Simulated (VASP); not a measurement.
# Mn (Im-3m) in VASP: further runs

Aim: see how the results for Mn move with the level of theory and the settings. Levels: vdW-DF2, PBEsol, optPBE-vdW, PBE. Tasks: single point, relaxation of the atoms.

Everything below comes from runs of VASP 6.6.1. Logs are shortened: lines on timing, memory, paths and dates and some standing lists are left out, and cuts for length are marked.

## Step 1: Starting point

Symmetry: Im-3m, No. 229, cubic system. Conventional cell: a = 3.081 Å, b = 3.081 Å, c = 3.081 Å, α = 90.00°, β = 90.00°, γ = 90.00°. Around Mn (site symmetry m-3m) lie 8 Mn at 2.67 Å.

This isn't the form of Mn at room conditions, which is a 58-atom cubic cell.

## Step 2: Single point, vdW-DF2, collinear spin, zero start (cell strained at random at fixed volume)

INCAR reads:

```
AGGAC    = 0.0          
ALGO     = Normal         # electronic algorithm
EDIFF    = 1E-7           # SCF threshold, eV
ENCUT    = 520            # plane-wave cutoff, eV
GGA      = ML             # functional
ISIF     = 2              # what is computed and relaxed
ISMEAR   = -1             # smearing method
ISPIN    = 2              # spin polarisation
LASPH    = T              # aspherical terms in the spheres
LCHARG   = F              # write CHGCAR
LMAXMIX  = 4              # l up to which the mixer works
LORBIT   = 11             # projections on sites
LREAL    = Auto         
LUSE_VDW = T            
LWAVE    = F              # write WAVECAR
MAGMOM   = 0              # initial moments
NBANDS   = 16             # bands
NELM     = 100            # most SCF steps
PREC     = Accurate       # precision mode
SIGMA    = 0.05           # smearing width, eV
ZAB_VDW  = -1.8867
```

KPOINTS reads:

```
k-points
0
Gamma
  6 6 6
```

POSCAR reads:

```
Mn
2.6676
   -0.578010196431      0.593778302594      0.559743964612
    0.587439271255     -0.587708427051      0.563103163893
    0.576003148898      0.585701379517     -0.553674089069
Mn
1
Direct
    0.0000000000      0.0000000000      0.0000000000
```

Potentials or basis: VASP PAW PBE potentials, release 64 (Mn_pv).

The run is started by

```sh
cat potpaw_PBE.64/Mn_pv/POTCAR > POTCAR
mpirun -np 1 vasp_std > vasp.out
```

OUTCAR:

```text
EDIFF = 1E-7
   ENCUT = 520
   GGA = ML
   ISIF = 2
   ISMEAR = -1
   ISPIN = 2
   LASPH = T
   LORBIT = 11
   LREAL = Auto
   NELM = 100
   PREC = Accurate

 ion  position               nearest neighbor table
   1  0.000  0.000  0.000-

  LATTYP: Found a triclinic cell.
 ALAT       =     7.6319952363
 B/A-ratio  =     0.3508492116
 C/A-ratio  =     0.5781094102
 COS(alpha) =     0.0006085542
 COS(beta)  =     0.2934464335
 COS(gamma) =     0.9422964756

  Lattice vectors:

 A1 = (   3.1394600000,  -6.2819220000,   2.9880760000)
 A2 = (   1.5670530000,  -1.5677710000,   1.5021340000)
 A3 = (  -3.0982450000,  -3.1410260000,  -0.0413450000)

Analysis of symmetry for initial positions (statically):
=====================================================================
 Subroutine PRICEL returns:
 Original cell was already a primitive cell.

 Routine SETGRP: Setting up the symmetry group for a
 triclinic supercell.

 Subroutine GETGRP returns: Found  2 space group operations
 (whereof  2 operations were pure point group operations)
 out of a pool of  2 trial point group operations.

The static configuration has the point symmetry S_2 .

Analysis of symmetry for dynamics (positions and initial velocities):
=====================================================================
 Subroutine PRICEL returns:
 Original cell was already a primitive cell.

 Routine SETGRP: Setting up the symmetry group for a
 triclinic supercell.

 Subroutine GETGRP returns: Found  2 space group operations
 (whereof  2 operations were pure point group operations)
 out of a pool of  2 trial point group operations.

The dynamic configuration has the point symmetry S_2 .

Analysis of structural, dynamic, and magnetic symmetry:
=====================================================================
 Subroutine PRICEL returns:
 Original cell was already a primitive cell.

 Routine SETGRP: Setting up the symmetry group for a
 triclinic supercell.

 Subroutine GETGRP returns: Found  2 space group operations
 (whereof  2 operations were pure point group operations)
 out of a pool of  2 trial point group operations.

[... 160 lines left out ...]

 k-point     1 :       0.0000    0.0000    0.0000
  band No.  band energies     occupation
      1     -41.0472      1.00000
      2     -41.0363      1.00000
      3     -40.9697      1.00000
      4       0.0234      1.00000
      5       5.7192      1.00000
      6       5.9955      1.00000
[... 435 lines left out ...]
      5       5.0662      1.00000
      6       5.8695      1.00000
[... 8 lines left out ...]
     15      35.0641      0.00000
     16      37.8322      0.00000

 [... further k-points ...]

 spin component 2

 k-point     1 :       0.0000    0.0000    0.0000
  band No.  band energies     occupation
      1     -41.0473      1.00000
      2     -41.0363      1.00000
      3     -40.9700      1.00000
      4       0.0229      1.00000
      5       5.7193      1.00000
      6       5.9961      1.00000
[... 435 lines left out ...]
      5       5.0667      1.00000
      6       5.8690      1.00000
[... 8 lines left out ...]
     15      35.0638      0.00000
     16      37.8321      0.00000

 [... further k-points ...]

------------------------ aborting loop because EDIFF is reached ----------------------------------------

 total charge

# of ion       s       p       d       tot
------------------------------------------
    1        0.328   6.228   5.034  11.590

 magnetization (x)

# of ion       s       p       d       tot
------------------------------------------
    1        0.000   0.000  -0.001  -0.001

Total vdW correction in eV:      2.1213683

  FORCE on cell =-STRESS in cart. coord.  units (eV):
  Direction    XX          YY          ZZ          XY          YZ          ZX
  --------------------------------------------------------------------------------------
  -------------------------------------------------------------------------------------
  Total       -2.9696725     -2.9223867     -3.1105623      0.0110181     -0.0348780     -0.0687333
  in kB     -325.3673685   -320.1865820   -340.8037389      1.2071758     -3.8213496     -7.5306500
  external PRESSURE =    -328.7858965 kB  Pullay stress =       0.0000000 kB

 VOLUME and BASIS-vectors are now :
 -----------------------------------------------------------------------------
  energy-cutoff  :      520.00
  volume of cell :       14.62
      direct lattice vectors                 reciprocal lattice vectors
    -1.541900000  1.583963000  1.493173000    -0.002146693  0.316112515  0.332164784
     1.567053000 -1.567771000  1.502134000     0.319520546 -0.001160614  0.331178705
     1.536546000  1.562417000 -1.476981000     0.322791757  0.318397647 -0.004431825

  length of vectors
     2.667575679  2.677679512  2.642648930     0.458546807  0.460189158  0.453421681

 FORCES acting on ions
    electron-ion (+dipol)            ewald-force                    non-local-force                 convergence-correction
 -----------------------------------------------------------------------------------------------
   -.129E-13 -.302E-13 0.586E-13   0.392E-17 -.159E-14 -.107E-15   0.000E+00 0.000E+00 0.517E-25   0.467E-12 -.308E-12 0.694E-12
 -----------------------------------------------------------------------------------------------
   -.129E-13 -.302E-13 0.586E-13   0.392E-17 -.159E-14 -.107E-15   0.000E+00 0.000E+00 0.517E-25   0.467E-12 -.308E-12 0.694E-12

 POSITION                                       TOTAL-FORCE (eV/Angst)
 -----------------------------------------------------------------------------------
      0.00000      0.00000      0.00000        -0.000000     -0.000000      0.000000
 -----------------------------------------------------------------------------------
    total drift:                                0.000000     -0.000000      0.000000

--------------------------------------------------------------------------------------------------------

  FREE ENERGIE OF THE ION-ELECTRON SYSTEM (eV)
  ---------------------------------------------------
  free  energy   TOTEN  =        -4.3233910164 eV

  energy  without entropy=       -4.2913335199  energy(sigma->0) =       -4.30736227

--------------------------------------------------------------------------------------------------------

Total vdW correction in eV:      2.1213105

--------------------------------------------------------------------------------------------------------

 total charge

# of ion       s       p       d       tot
------------------------------------------
    1        0.328   6.228   5.034  11.590

 magnetization (x)

# of ion       s       p       d       tot
------------------------------------------
    1        0.000   0.000  -0.001  -0.001

=======================================================================
```

stdout:

```text
POSCAR found type information on POSCAR Mn
 POSCAR found :  1 types and       1 ions
 scaLAPACK will be used
 -----------------------------------------------------------------------------
|                                                                             |
|                                                                             |
|     You have switched on vdW-DFT.                                           |
[... 27 lines left out ...]
 -----------------------------------------------------------------------------

 LDA part: xc-table for (Slater+PW92), standard interpolation
 POSCAR, INCAR and KPOINTS ok, starting setup
 FFT: planning ... GRIDC
 FFT: planning ... GRID_SOFT
 FFT: planning ... GRID
 WAVECAR not read
 entering main loop
```

It took 2.5 min on 1 thread of Intel Xeon Platinum 8375C at 2.90GHz (Ice Lake), shared host; peak memory 0.26 GiB.

These settings aren't checked as converged (typed here: k = 6 × 6 × 6; LREAL = Auto): the numbers below hold their error.

What came out:

```yaml
Free_energy: -4.3234 eV
Pressure: -32.9 GPa
Band_gap_on_the_k_mesh: none (metal or under the smearing width)
Net_moment: 0.00 μB per cell
Valence_electrons_inside_the_program's_atomic_spheres: Mn 11.59
```

Caveat: the k mesh is coarse (spacing up to 0.48 Å⁻¹), so the values aren't converged; the PAW data sets were made with another functional, which shifts forces and pressure a little.

## Step 3: Single point, PBEsol, collinear spin, ferromagnetic start

INCAR reads:

```
PREC = Accurate
ENCUT = 520
EDIFF = 1E-6
ISMEAR = 0
SIGMA = 0.02
LREAL = False
LASPH = True
NELM = 100
ALGO = Normal
ISIF = 2
LWAVE = False
LCHARG = True
ISPIN = 2
MAGMOM = 4
LORBIT = 11
LMAXMIX = 4
GGA = PS
LELF = True
LVHAR = True
NBANDS = 16
```

KPOINTS reads:

```
Automatic mesh
0
Gamma
  12 12 12
```

POSCAR reads:

```
Mn
1.0
   -1.5405000000      1.5405000000      1.5405000000
    1.5405000000     -1.5405000000      1.5405000000
    1.5405000000      1.5405000000     -1.5405000000
Mn
1
Cartesian
    0.0000000000      0.0000000000      0.0000000000
```

Potentials or basis: VASP PAW PBE potentials, release 54 (Mn_pv).

The run is started by

```sh
cat potpaw_PBE.54/Mn_pv/POTCAR > POTCAR
mpirun -np 1 vasp_std > vasp.out
```

OUTCAR:

```text
PREC = Accurate
   ENCUT = 520
   EDIFF = 1E-6
   ISMEAR = 0
   LREAL = False
   LASPH = True
   NELM = 100
   ISIF = 2
   ISPIN = 2
   LORBIT = 11
   GGA = PS

 ion  position               nearest neighbor table
   1  0.000  0.000  0.000-

  LATTYP: Found a body centered cubic cell.
 ALAT       =     3.0810000000

  Lattice vectors:

 A1 = (  -1.5405000000,   1.5405000000,   1.5405000000)
 A2 = (   1.5405000000,  -1.5405000000,   1.5405000000)
[... 1766 lines left out ...]
  --------------------------------------------------------------------------------------
  -------------------------------------------------------------------------------------
  Total       -1.4617285     -1.4617285     -1.4617285      0.0000000     -0.0000000      0.0000000
  in kB     -160.1519394   -160.1519394   -160.1519394      0.0000000     -0.0000000      0.0000000
  external PRESSURE =    -160.1519394 kB  Pullay stress =       0.0000000 kB

 VOLUME and BASIS-vectors are now :
 -----------------------------------------------------------------------------
  energy-cutoff  :      520.00
  volume of cell :       14.62
      direct lattice vectors                 reciprocal lattice vectors
    -1.540500000  1.540500000  1.540500000     0.000000000  0.324569945  0.324569945
     1.540500000 -1.540500000  1.540500000     0.324569945  0.000000000  0.324569945
     1.540500000  1.540500000 -1.540500000     0.324569945  0.324569945  0.000000000

 POSITION                                       TOTAL-FORCE (eV/Angst)
 -----------------------------------------------------------------------------------
      0.00000      0.00000      0.00000        -0.000000      0.000000     -0.000000
 -----------------------------------------------------------------------------------
    total drift:                                0.000000     -0.000000      0.000000

  FREE ENERGIE OF THE ION-ELECTRON SYSTEM (eV)
  ---------------------------------------------------
  free  energy   TOTEN  =        -8.8588577698 eV

  energy  without entropy=       -8.8586451960  energy(sigma->0) =       -8.85875148

 total charge

# of ion       s       p       d       tot
------------------------------------------
    1        0.333   6.235   4.994  11.562

 magnetization (x)

# of ion       s       p       d       tot
------------------------------------------
    1       -0.006   0.009   2.968   2.971
```

OSZICAR:

```text
N       E                     dE             d eps       ncg     rms          rms(c)
DAV:   1     0.887537609402E+02    0.88754E+02   -0.72014E+03  4632   0.994E+02
DAV:   2    -0.763320957206E+01   -0.96387E+02   -0.91272E+02  5096   0.265E+02
DAV:   3    -0.976987206327E+01   -0.21367E+01   -0.21304E+01  5432   0.424E+01
[... 13 lines left out ...]
DAV:  89    -0.885885196264E+01   -0.74556E-05   -0.91807E-07  3824   0.701E-03    0.293E-02
DAV:  90    -0.885884228538E+01    0.96773E-05   -0.16241E-06  4464   0.129E-02    0.510E-02
DAV:  91    -0.885885043536E+01   -0.81500E-05   -0.25898E-05  5832   0.421E-02    0.321E-02
DAV:  92    -0.885885811329E+01   -0.76779E-05   -0.50991E-06  4232   0.213E-02    0.470E-03
DAV:  93    -0.885885776981E+01    0.34348E-06   -0.22510E-08  2456   0.173E-03
   1 F= -.88588578E+01 E0= -.88587515E+01  d E =-.212574E-03  mag=     3.0657
```

stdout:

```text
POSCAR found type information on POSCAR Mn
 POSCAR found :  1 types and       1 ions
 scaLAPACK will be used
 -----------------------------------------------------------------------------
|                                                                             |
|                                                                             |
|     You enforced a specific xc type in the INCAR file but a different       |
|     I HOPE YOU KNOW WHAT YOU ARE DOING!                                     |
|                                                                             |
 -----------------------------------------------------------------------------

 LDA part: xc-table for (Slater+PW92), standard interpolation
 POSCAR, INCAR and KPOINTS ok, starting setup
 FFT: planning ... GRIDC
 FFT: planning ... GRID_SOFT
 FFT: planning ... GRID
 WAVECAR not read
 entering main loop
```

Wall time 2.1 min (1 thread of Intel Xeon Platinum 8488C (Sapphire Rapids), shared host); peak memory 0.15 GiB.

Results:

* Free energy: -8.8589 eV
* Pressure: -16.0 GPa
* Band gap on the k mesh: none (metal or under the smearing width)
* Net moment: 3.07 μB per cell
* Site moments: Mn +2.97 μB
* Valence electrons inside the program's atomic spheres: Mn 11.56

Levels at points of the mesh, in eV from the Fermi level:
Spin up:
```tsv
k point	band 5	band 6	band 7	band 8	band 9	band 10	band 11	band 12
(0.00, 0.00, 0.00)	-1.80	-1.80	-1.80	-0.59	-0.59	20.93	20.93	20.93
(0.50, 0.00, 0.00)	-2.70	-0.61	-0.43	0.18	0.44	5.83	15.36	16.43
(0.50, 0.50, 0.50)	-3.74	0.22	0.22	0.22	7.95	7.95	7.95	13.49
```
Spin down:
| k point | band 1 | band 2 | band 3 | band 4 | band 5 | band 6 | band 7 | band 8 | band 9 | band 10 |
| --- | --- | --- | --- | --- | --- | --- | --- | --- | --- | --- |
| (0.00, 0.00, 0.00) | -45.45 | -45.45 | -45.45 | -6.81 | 0.88 | 0.88 | 0.88 | 2.42 | 2.42 | 21.24 |
| (0.50, 0.00, 0.00) | -45.75 | -45.55 | -45.45 | -2.27 | -0.25 | 0.79 | 2.35 | 2.65 | 3.44 | 7.87 |
| (0.50, 0.50, 0.50) | -45.67 | -45.67 | -45.67 | -1.63 | -1.63 | 3.18 | 3.18 | 3.18 | 8.84 | 8.84 |

Caveat: so large a pressure means that the cell lies far from this level's equilibrium, or that cutoff or potentials fall short; the potentials were made for another functional, which shifts forces and pressure.

## Step 4: Single point, PBEsol, collinear spin, ferromagnetic start

run.py reads:

```python
from ase.calculators.vasp import Vasp
from ase.dft.bandgap import bandgap
from ase.io import read

atoms = read('Mn.xyz')
atoms.set_initial_magnetic_moments([4.0])
calc = Vasp(
    directory='calc',
    xc='pbesol',
    pp='PBE',
    setups='recommended',
    pp_version='54',
    prec='Accurate',
    encut=520,
    ediff=1e-06,
    ismear=0,
    sigma=0.02,
    lreal=False,
    lasph=True,
    nelm=100,
    algo='Normal',
    isif=2,
    lwave=False,
    lcharg=False,
    ispin=2,
    lorbit=11,
    lmaxmix=4,
    kpts=[12, 12, 12],
    gamma=True,
    nbands=16,
)
atoms.calc = calc

print('energy (eV):', atoms.get_potential_energy())
print('free energy (eV):', atoms.get_potential_energy(force_consistent=True))
print('forces (eV/A):')
print(atoms.get_forces())
print('stress (eV/A^3, Voigt):', atoms.get_stress())
print('Fermi level (eV):', calc.get_fermi_level())
print('moment (muB):', atoms.get_magnetic_moment())
print('site moments (muB):', atoms.get_magnetic_moments())
gap, top, bottom = bandgap(calc)
print('band gap (eV):', gap, 'from (spin, k, band)', top, 'to', bottom)
```

Mn.xyz reads:

```xyz
1
Lattice="-1.5405000000 1.5405000000 1.5405000000 1.5405000000 -1.5405000000 1.5405000000 1.5405000000 1.5405000000 -1.5405000000" Properties=species:S:1:pos:R:3 pbc="T T T"
Mn     0.0000000000      0.0000000000      0.0000000000
```

The run is started by

```sh
python run.py
```

Wall time 2.8 min (1 thread of Intel Xeon Platinum 8488C (Sapphire Rapids), shared host); peak memory 0.15 GiB.

It converged, with:

```yaml
Free_energy: -8.8589 eV
Pressure: -16.0 GPa
Band_gap_on_the_k_mesh: none (metal or under the smearing width)
Net_moment: 3.07 μB per cell
Site_moments: Mn +2.97 μB
Valence_electrons_inside_the_program's_atomic_spheres: Mn 11.56
```

Levels at points of the mesh, in eV from the Fermi level:
Spin up:
```
           k point  band 5  band 6  band 7  band 8  band 9  band 10  band 11  band 12
(0.00, 0.00, 0.00)   -1.80   -1.80   -1.80   -0.59   -0.59    20.93    20.93    20.93
(0.50, 0.00, 0.00)   -2.70   -0.61   -0.43    0.18    0.44     5.83    15.36    16.43
(0.50, 0.50, 0.50)   -3.74    0.22    0.22    0.22    7.95     7.95     7.95    13.49
```
Spin down:
```csv
k point,band 3,band 4,band 5,band 6,band 7,band 8
"(0.00, 0.00, 0.00)",-45.45,-6.81,0.88,0.88,0.88,2.42
"(0.50, 0.00, 0.00)",-45.45,-2.27,-0.25,0.79,2.35,2.65
"(0.50, 0.50, 0.50)",-45.67,-1.63,-1.63,3.18,3.18,3.18
```

Caveat: so large a pressure means that the cell lies far from this level's equilibrium, or that cutoff or potentials fall short; the potentials were made for another functional, which shifts forces and pressure.

## Step 5: Relaxation of the atoms, optPBE-vdW, collinear spin, random start (cell strained at random at fixed volume)

INCAR reads:

```
SYSTEM = Mn
PREC     = Accurate       ! precision mode
ENCUT    = 520            ! plane-wave cutoff, eV
EDIFF    = 1E-4           ! SCF threshold, eV
ISMEAR   = 1              ! smearing method
SIGMA    = 0.2            ! smearing width, eV
LREAL    = .False.        ! projectors in reciprocal space
LASPH    = .True.         ! aspherical terms in the spheres
NELM     = 100            ! most SCF steps
ALGO     = Normal         ! electronic algorithm
ISIF     = 2              ! what is computed and relaxed
LWAVE    = .False.        ! write WAVECAR
LCHARG   = .False.        ! write CHGCAR
ISPIN    = 2              ! spin polarisation
MAGMOM   = 0.01           ! initial moments
LORBIT   = 11             ! projections on sites
LMAXMIX  = 4              ! l up to which the mixer works
GGA      = OR             ! functional
LUSE_VDW = .True.       
AGGAC    = 0.0          
IBRION   = 2              ! ionic algorithm
NSW      = 60             ! ionic steps
EDIFFG   = -0.01          ! ionic threshold
NELECT   = 12.5
```

KPOINTS reads:

```
Automatic mesh
0
Monkhorst
  12 12 12
  0 0 0
```

POSCAR reads:

```
Mn
1.0
   -1.5884640000      1.6123240000      1.5092340000
    1.5647620000     -1.6305050000      1.5037130000
    1.5075620000      1.5496030000     -1.5274160000
Mn
1
Direct
    0.0000000000      0.0000000000      0.0000000000
```

Potentials or basis: VASP PAW PBE potentials, release 64 (Mn_pv).

The run is started by

```sh
cat potpaw_PBE.64/Mn_pv/POTCAR > POTCAR
mpirun -np 1 vasp_std > vasp.out
```

It took 1.7 min on 1 thread of Intel Xeon Platinum 8488C (Sapphire Rapids), shared host; peak memory 0.4 GiB.

The run converged, but some of its settings lie outside the range that counts as converged (typed here: EDIFF = 0.0001; shifted = yes; NELECT = 12.5), so its numbers aren't taken as properties of the crystal.

What came out:

* Free energy: -7.9010 eV
* Net moment: 0.04 μB per cell
* Site moments: Mn +0.06 μB
* Valence electrons inside the program's atomic spheres: Mn 11.23

Caveat: the cell is charged against a uniform background, so pressure and absolute levels hang on convention; the relaxation stopped at its first step, so nothing moved; the PAW data sets were made with another functional, which shifts forces and pressure a little.

[end of part 1 of 2]
